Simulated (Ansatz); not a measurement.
**RuS2 (Laurite) under changes of volume**

One of the cells (14.718 Å³/atom); the others are scaled copies at fixed shape and fractional positions:

```xyz
12
Lattice="5.6106 0.0000 0.0000 0.0000 5.6106 0.0000 0.0000 0.0000 5.6106" Properties=species:S:1:pos:R:3 pbc="T T T"
Ru    0.0000    2.8053    2.8053
Ru    2.8053    2.8053    0.0000
Ru    2.8053    0.0000    2.8053
Ru    0.0000    0.0000    0.0000
S     2.1787    0.6266    4.9840
S     0.6266    4.9840    2.1787
S     4.9840    2.1787    0.6266
S     3.4319    3.4319    3.4319
S     3.4319    4.9840    0.6266
S     4.9840    0.6266    3.4319
S     0.6266    3.4319    4.9840
S     2.1787    2.1787    2.1787
```

```yaml
Program: Ansatz 0.2.0
Functional: PBE
Potentials_or_basis: all-electron LAPW, scalar-relativistic
Cutoff: 284 eV (chosen from the basis error)
Basis_error_allowed: 0.001 eV/atom
k_mesh: 5 × 5 × 5
Occupations: fermi-dirac, width 0.05 eV
Spin: no spin polarisation
```

```tsv
volume (Å³/atom)	energy over the lowest point (meV/atom)	pressure (GPa)	gap on the mesh (eV)	largest force (eV/Å)
13.835	59.77	17.5	0.72	0.280
14.129	32.50	12.3	0.73	0.274
14.424	?	?	?	?
14.718	3.54	3.8	0.75	0.258
15.012	0.00	0.1	0.75	0.249
15.307	2.74	-3.1	0.76	0.238
15.601	11.05	-5.9	0.76	0.227
```

Task: What does the run at 14.424 Å³/atom give?

Result: Energy over the lowest point 14.08 meV/atom; pressure 7.8 GPa; gap on the mesh 0.74 eV; largest force 0.266 eV/Å.

Worked out: A Birch-Murnaghan fit of order 3 (a polynomial in V^(-2/3)) to the other rows has its minimum at 15.03 Å³/atom with B0 = V·E''(V) = 173 GPa and B' = 4.9 at fixed shape and positions, which overstates the stiffness. It gives 14.05 meV/atom at 14.424 Å³/atom, against the run's 14.08, and -dE/dV = 7.8 GPa, against 7.8. A straight line through the other rows of the gap, of slope 0.345 eV per unit of ln V, gives 0.74 eV, against the run's 0.74.

Energies are extrapolated to zero smearing.

Caveats: an odd mesh through Γ misses points on the zone boundary, where band edges often lie. Spin-orbit coupling on Ru is left out.

The runs don't all hold the same shells in valence.
